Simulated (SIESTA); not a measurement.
# Te2Mo: equation of state with AM05

Te2Mo, a slab with vacuum:

```
CELL_PARAMETERS angstrom
6.36161 0.00000 0.00000
0.00000 3.48040 0.00000
-0.08574 0.00000 36.17589
ATOMIC_POSITIONS crystal
Te 0.42925 0.75000 0.54070
Te 0.57075 0.25000 0.45930
Te 0.92085 0.25000 0.55653
Te 0.07915 0.75000 0.44347
Mo 0.18135 0.25000 0.49747
Mo 0.81865 0.75000 0.50253
```

| Item | Value |
| --- | --- |
| Program | SIESTA 5.4.2 |
| Task | equation of state |
| Functional | AM05 |
| Potentials or basis | PseudoDojo 0.4 standard (PBEsol files) |
| Basis | DZP (energy shift 0.002 Ry) |
| Grid cutoff | 800 Ry |
| Energy shift | 0.002 Ry |
| k mesh | 4 × 8 × 1 |
| Occupations | fermi-dirac, width 0.05 eV |
| Spin | no spin polarisation |

| Property | Result |
| --- | --- |
| Equilibrium volume | 134.00 Å³/atom |
| Bulk modulus at fixed shape and positions | 19.3 GPa |
| Pressure derivative of the bulk modulus | 4.8 |

Energy against volume, from the lowest point:
| volume (Å³/atom) | energy (meV/atom) |
| --- | --- |
| 125.485 | 37.00 |
| 128.155 | 16.73 |
| 130.825 | 4.60 |
| 133.495 | 0.00 |
| 136.165 | 1.98 |
| 138.835 | 9.66 |
| 141.505 | 22.69 |

All runs of the series together: 17 min on 1 thread of Arm Neoverse V2 (shared host).

Caveat: semicore shells carry a single zeta, which can move pressures by several GPa and volumes by a few percent; the cell was scaled at fixed shape and fractional positions, which overstates the stiffness of a crystal with free parameters, most of all of layers and chains; the potentials were made for another functional, which shifts forces and pressure; the basis of atomic orbitals isn't converged, which shifts pressures, moduli and gaps. The run has no spin-orbit coupling, so splittings on Te are missing.
